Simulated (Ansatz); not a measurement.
CsI, CsCl type at its r2SCAN geometry, run in the PAW code Ansatz at 2 levels of theory. No spin polarisation and no zero-point or thermal motion.

The HSE06 input:
```yaml
crystal:
  lattice:
    - [4.6081396334, 0.0, 0.0]
    - [0.0, 4.6081396334, 0.0]
    - [0.0, 0.0, 4.6081396334]
  atoms:
    - { symbol: Cs, position: [0.0, 0.0, 0.0] }
    - { symbol: I, position: [0.5, 0.5, 0.5] }
kpoints:
  mp_grid: { grid: [4, 4, 4] }
  band_path:
    path: [[0.0, 0.0, 0.0], [0.0, 0.5, 0.0], [0.5, 0.5, 0.0], [0.5, 0.5, 0.5]]
    npoints: 1
hamiltonian:
  xc: hse06
scf:
  occupations: { method: fixed }
  n_extra_bands: 4
output:
  forces: true
  stress: true
  eigenvalues: true
```

Main results, then, where recorded, the levels near the gap in eV from the Fermi energy (columns number the bands from 0), one row a point of the path (Γ, X, M, R):
```
Crystal: 2 atoms, lattice volume = 97.854 Å³
Symmetry: 48 space group operations
Space group: Pm-3m (ITA 221)
```
```
Basis set: ecut = 420 eV, 1935 PW (Γ)
k-points: 10 of 64
SCF 1 stopped early in 2 iterations: F = -13186.746180 eV  dr2 = 2.35e-5
Exchange kernel: α = 0.2500, screened, ω = 0.2079 Å⁻¹, Wigner–Seitz truncation, v(0) = 1043.2706 eV·Å³, q-mesh 4×4×4
SCF 2 stopped early in 5 iterations: F = -13196.558786 eV  dr2 = 4.53e-7
hybrid outer 1: dexx = +2.550e-3 eV, tail = 7.15e-6 eV
SCF 3 converged in 3 iterations: F = -13196.558796 eV  dr2 = 8.38e-9
hybrid outer 2: dexx = +6.930e-8 eV, tail = 2.04e-8 eV, Δε = 2.39e-3 eV
Free energy (F): -13196.558796 eV
Fermi energy:    3.054837 eV
--- Stress (GPa, compression-positive) ---
        0.211093       0.000000       0.000000
        0.000000       0.211093       0.000000
        0.000000       0.000000       0.211093
  P = ⅓ Tr σ = 0.2111 GPa (2.111 kbar)
```
```tsv
band_10	band_11	band_12	band_13	band_14	band_15
-0.097	-0.097	-0.097	4.794	5.185	5.185
-1.576	-0.229	-0.229	6.261	7.413	7.715
-0.905	-0.905	0.000	5.220	5.937	7.174
-1.316	-1.316	-1.316	8.114	8.114	8.114
```

The HSE06 gap is indirect, 4.79 eV (M to Γ), below the direct gap of 4.89 eV at Γ.

PBE0. Against the first input these blocks differ (the band path and keys that only write files left aside):
```yaml
hamiltonian:
  xc: pbe0
```

```
Basis set: ecut = 420 eV, 1935 PW (Γ)
k-points: 10 of 64
SCF 1 stopped early in 2 iterations: F = -13186.746215 eV  dr2 = 2.37e-5
SCF 2 stopped early in 5 iterations: F = -13194.688257 eV  dr2 = 2.35e-6
hybrid outer 1: dexx = +3.845e-3 eV, tail = 1.21e-5 eV
SCF 3 converged in 3 iterations: F = -13194.688263 eV  dr2 = 1.66e-9
hybrid outer 2: dexx = +9.378e-8 eV, tail = 7.45e-9 eV, Δε = 4.77e-3 eV
Free energy (F): -13194.688263 eV
Fermi energy:    2.683455 eV
--- Stress (GPa, compression-positive) ---
        0.162537       0.000000       0.000000
        0.000000       0.162537       0.000000
        0.000000       0.000000       0.162537
  P = ⅓ Tr σ = 0.1625 GPa (1.625 kbar)
```
```tsv
band_10	band_11	band_12	band_13	band_14	band_15
-0.100	-0.100	-0.100	5.476	5.893	5.893
-1.622	-0.238	-0.238	6.986	8.118	8.451
-0.928	-0.928	0.000	5.924	6.642	7.900
-1.354	-1.354	-1.354	8.833	8.833	8.833
```

With PBE0 the valence top lies at M and the conduction bottom at Γ, 5.48 eV higher; the smallest vertical gap, at Γ, is 5.58 eV. The mean stress, +0.2 GPa, is small, and the program warns that its thresholds are loose for a hybrid's stress.

Totals of different functionals can't be compared.

Spin-orbit coupling is left out, which matters wherever the heavy atoms make up the band edges.

The meshes of the hybrids are coarse, so their gaps aren't converged to the digits shown.
